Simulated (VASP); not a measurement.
**GaN: relaxation of cell and atoms with PBE**

The system is GaN.

```
CELL_PARAMETERS angstrom
3.21715 0.00000 0.00000
-1.60857 2.78613 0.00000
0.00000 0.00000 5.24347
ATOMIC_POSITIONS crystal
Ga 0.33333 0.66667 0.99924
Ga 0.66667 0.33333 0.49924
N 0.33333 0.66667 0.37576
N 0.66667 0.33333 0.87576
```

| Item | Value |
| --- | --- |
| Program | VASP 6.6.1 |
| Task | relaxation of cell and atoms |
| Functional | PBE |
| Potentials or basis | VASP PAW PBE potentials, release 64 (Ga_d, N) |
| Cutoff | 600 eV |
| k mesh | 12 × 12 × 5 |
| Occupations | gaussian, width 0.03 eV |
| Spin | no spin polarisation |
| Further INCAR settings | ALGO = Normal; EDIFF = 1e-07; IBRION = 2; EDIFFG = -0.005; NSW = 90; ISIF = 3 |

The relaxed volume is 11.76 Å³/atom, the relaxed cell is a = 3.218 Å, b = 3.218 Å, c = 5.244 Å, α = 90.00°, β = 90.00°, γ = 120.00° and the space group after relaxing (to 0.05 Å) is P6_3mc (No. 186). The energy gained by relaxing is 0.0 meV/atom. The ionic steps are 3, the pressure after relaxing is 0.0 GPa and the band gap on the k mesh is 1.72 eV, direct.

Forces in eV/Å, atoms in the order of the input:
```
Ga   0.000  0.000 -0.002
Ga   0.000  0.000 -0.002
N    0.000  0.000  0.002
N    0.000  0.000  0.002
```

Final structure:
```xyz
4
Lattice="3.2177 0.0000 0.0000 -1.6089 2.7866 0.0000 0.0000 0.0000 5.2441" Properties=species:S:1:pos:R:3 pbc="T T T"
Ga    0.0000    1.8578    5.2398
Ga    1.6089    0.9289    2.6178
N     0.0000    1.8578    1.9708
N     1.6089    0.9289    4.5928
```

Levels at points of the mesh, in eV from the valence-band top:
| k point | band 15 | band 16 | band 17 | band 18 | band 19 | band 20 | band 21 | band 22 |
| --- | --- | --- | --- | --- | --- | --- | --- | --- |
| (0.00, 0.00, 0.00) | -1.00 | -0.04 | 0.00 | 0.00 | 1.72 | 4.07 | 9.02 | 9.73 |
| (0.50, 0.00, 0.00) | -4.07 | -2.64 | -2.12 | -0.96 | 4.98 | 5.37 | 5.98 | 8.35 |

Wall time 2.1 min on 1 thread of Intel(R) Xeon(R) Platinum 8259CL CPU @ 2.50GHz (Skylake/Cascade Lake), on a shared host, peak memory 0.22 GiB.

Expect the measured gap to be larger: semilocal functionals such as PBE lack the derivative discontinuity.
